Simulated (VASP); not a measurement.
# GaAs: band gap with a hybrid functional, by functional

GaAs, F-43m (no. 216), 2 atoms in the cell.

| Functional | Gap, path and mesh (eV) | Direct gap, path and mesh (eV) | Gap on the mesh (eV) | Direct gap at Γ (eV) | Time (s) |
|---|---|---|---|---|---|
| hybrid, GGA = PE LMODELHF = True AEXX = 0.1 BEXX = 1.0 HFSCREEN = 0.6 | 2.79 | 2.80 | 2.79 | 2.80 | 800 |
| hybrid, GGA = PE LMODELHF = True AEXX = 0.1 BEXX = 1.0 HFSCREEN = 0.9 | 2.04 | 2.04 | 2.04 | 2.04 | 722 |
| hybrid, GGA = PE LMODELHF = True AEXX = 0.1 BEXX = 1.0 HFSCREEN = 1.2 | 1.66 | 1.66 | 1.66 | 1.66 | 553 |
| hybrid, GGA = PE LMODELHF = True AEXX = 0.1 BEXX = 1.0 HFSCREEN = 1.6 | 1.40 | 1.40 | 1.40 | 1.40 | 526 |
| hybrid, GGA = PE LMODELHF = True AEXX = 0.1 BEXX = 1.0 HFSCREEN = 2.2 | 1.20 | 1.20 | 1.20 | 1.20 | 645 |

## Input of the first row

INCAR.step1:
```
  PREC = Accurate
  ENCUT = 450
  EDIFF = 1E-5
  ISMEAR = 0
  SIGMA = 0.02
  LREAL = F
  LASPH = T
  GGA_COMPAT = F
  ALGO = Normal
  NELM = 150
  ISIF = 2
  LWAVE = T
  LCHARG = F
  GGA = PE
  NBANDS = 16
  KPAR = 4
```

INCAR.step2, as INCAR.step1 but for:
```
- EDIFF = 1E-5
- LWAVE = T
+ EDIFF = 1E-6
+ LWAVE = F
+ ISTART = 1
+ LHFCALC = T
+ LMODELHF = T
+ AEXX = 0.1
+ BEXX = 1.0
+ HFSCREEN = 0.6
+ PRECFOCK = Fast
+ HFRCUT = -1
```

KPOINTS:
```
k-points
0
Gamma
  6 6 6
```

KPOINTS_OPT:
```
path GXWKGLUWLK,UX
4
line-mode
reciprocal
 0.0000000000  0.0000000000  0.0000000000  G
 0.5000000000  0.0000000000  0.5000000000  X

 0.5000000000  0.0000000000  0.5000000000  X
 0.5000000000  0.2500000000  0.7500000000  W

 0.5000000000  0.2500000000  0.7500000000  W
 0.3750000000  0.3750000000  0.7500000000  K

 0.3750000000  0.3750000000  0.7500000000  K
 0.0000000000  0.0000000000  0.0000000000  G

 0.0000000000  0.0000000000  0.0000000000  G
 0.5000000000  0.5000000000  0.5000000000  L

 0.5000000000  0.5000000000  0.5000000000  L
 0.6250000000  0.2500000000  0.6250000000  U

 0.6250000000  0.2500000000  0.6250000000  U
 0.5000000000  0.2500000000  0.7500000000  W

 0.5000000000  0.2500000000  0.7500000000  W
 0.5000000000  0.5000000000  0.5000000000  L

 0.5000000000  0.5000000000  0.5000000000  L
 0.3750000000  0.3750000000  0.7500000000  K

 0.6250000000  0.2500000000  0.6250000000  U
 0.5000000000  0.0000000000  0.5000000000  X
```

POSCAR:
```
GaAs
1.0
    0.0000000000      2.8268500000      2.8268500000
    2.8268500000      0.0000000000      2.8268500000
    2.8268500000      2.8268500000      0.0000000000
As Ga
1 1
Direct
    0.7500000000      0.7500000000      0.7500000000
    0.0000000000      0.0000000000      0.0000000000
```

Commands (each step's output is kept before the next begins):
```
cat potpaw_PBE.64/As/POTCAR potpaw_PBE.64/Ga_d/POTCAR > POTCAR
cp INCAR.step1 INCAR
mpirun -np 4 vasp_std > vasp.out
cp INCAR.step2 INCAR
mpirun -np 4 vasp_std > vasp.out
```

Changes of the last row against the first:
```
(step 2)
- HFSCREEN = 0.6
+ HFSCREEN = 2.2
```

VASP 6.6.1 took 800 s on 4 cores (Intel Xeon Platinum 8488C (Sapphire Rapids)), a shared host.
